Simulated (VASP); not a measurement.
Al2O3, 5 atoms in the cell. Symmetry: P-3m1, No. 164, trigonal system. The conventional cell has a = 3.017 Å, b = 3.017 Å, c = 7.575 Å, α = 90.00°, β = 90.00°, γ = 120.00°. Al (site symmetry 3m) has 4 O at 1.68 to 1.84 Å as nearest neighbours. O (site symmetry -3m) is surrounded by 2 Al at 1.68 Å. O (site symmetry 3m) is surrounded by 3 Al at 1.84 Å. Measurements of this composition are mostly on another form, of space group No. 167.

* Program: VASP 6.6.1
* Task: band structure
* Functional: PBEsol
* Potentials or basis: VASP PAW PBE potentials, release 64 (Al, O)
* Cutoff: 520 eV
* k mesh: 7 × 7 × 3
* Occupations: fermi-dirac, width 0.05 eV
* Spin: no spin polarisation
* Further INCAR settings: ALGO = Normal; EDIFF = 1e-06

Potentials or basis: VASP PAW PBE potentials, release 64 (Al, O).

Run with:

```sh
$ cat potpaw_PBE.64/Al/POTCAR potpaw_PBE.64/O/POTCAR > POTCAR
$ cp INCAR.step1 INCAR
$ cp KPOINTS.step1 KPOINTS
$ mpirun -np 1 vasp_std > vasp.out
$ cp INCAR.step2 INCAR
$ cp KPOINTS.step2 KPOINTS
$ mpirun -np 1 vasp_std > vasp.out
```

Hardware: 1 thread of Intel(R) Xeon(R) Platinum 8488C (Sapphire Rapids), with other jobs on the host.

Q: Estimate the wall time of this run.

A: It took 68 s on 1 thread of Intel(R) Xeon(R) Platinum 8488C (Sapphire Rapids) (shared host), peak memory 0.26 GiB. Counts: scf iterations 7, k points 180.
